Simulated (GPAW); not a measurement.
Here is a GPAW 26.7.0 calculation.

Contents of run.py:

```python
import numpy as np
from ase import Atoms
from ase.dft.bandgap import bandgap
from ase.io import write
from gpaw import GPAW, PW, setup_paths
from gpaw.response.df import DielectricFunction

setup_paths.insert(0, '.')

atoms = Atoms(['Ba', 'Ti', 'O', 'O', 'O'],
              cell=[[3.9998, 0.0, 0.0],
                    [0.0, 3.9998, 0.0],
                    [0.0, 0.0, 4.018]],
              scaled_positions=[[0.0, 0.0, 0.0],
                                [0.5, 0.5, 0.49],
                                [0.0, 0.5, 0.517],
                                [0.5, 0.0, 0.517],
                                [0.5, 0.5, 0.019]],
              pbc=True)

calc = GPAW(mode=PW(650),
            xc='PBEsol',
            kpts={'size': (6, 6, 6), 'gamma': True},
            occupations={'name': 'fermi-dirac', 'width': 0.001},
            nbands=36,
            convergence={'density': 1e-06},
            maxiter=150,
            txt='gpaw.txt')
atoms.calc = calc
energy = atoms.get_potential_energy()
calc.write('gs.gpw')
write('result.traj', atoms)
print(f'Energy: {energy:.6f} eV')
print('Fermi level:', round(calc.get_fermi_level(), 4), 'eV')
print(f'Gap: {bandgap(calc)[0]:.4f} eV, direct: {bandgap(calc, direct=True)[0]:.4f} eV')

for size in [(7, 7, 7)]:
    name = 'x'.join(str(n) for n in size)
    dense = calc.fixed_density(kpts={'size': size, 'gamma': True},
                               nbands=66, convergence={'bands': 60, 'eigenstates': 1e-7},
                               update_fermi_level=True, txt=f'dense-{name}.txt')
    dense.write(f'{name}.gpw', mode='all')
    df = DielectricFunction(f'{name}.gpw', frequencies=np.array([0.0]), hilbert=False, eta=0.001,
                            ecut=80, nbands=60, intraband=False, txt=f'df-{name}.txt')
    for xc in ['RPA']:
        for direction in ['x', 'y', 'z', [0, 1, 1], [1, 0, 1], [1, 1, 0]]:
            e0, e = df.get_macroscopic_dielectric_constant(xc=xc, direction=direction)
            print(f'{name} {xc} {direction}: {e0:.4f} without, {e:.4f} with local fields')
```

Potentials or basis: PAW data sets generated in the run's folder for this functional, pw.

Command:

```console
$ gpaw-setup -f PBEsol Ba O Ti
$ OMP_NUM_THREADS=1 python run.py
```

Question: Predict the electronic dielectric tensor (diagonal).

Answer: 6.05, 6.05, 5.69.

Question: Estimate the band gap on the k mesh.

Answer: 1.76 eV, indirect (least direct gap 2.04 eV).

Electronic dielectric tensor:
```
6.05 0.00 0.00
0.00 6.05 0.00
0.00 0.00 5.69
```

Caveat: the long-wavelength limit can be off by several per cent where d states take part; spin-orbit coupling is left out, which moves the levels of the heavy elements; an odd mesh through Γ misses points on the zone boundary, where band edges often lie. As with any semilocal functional, this PBEsol gap is likely too small.
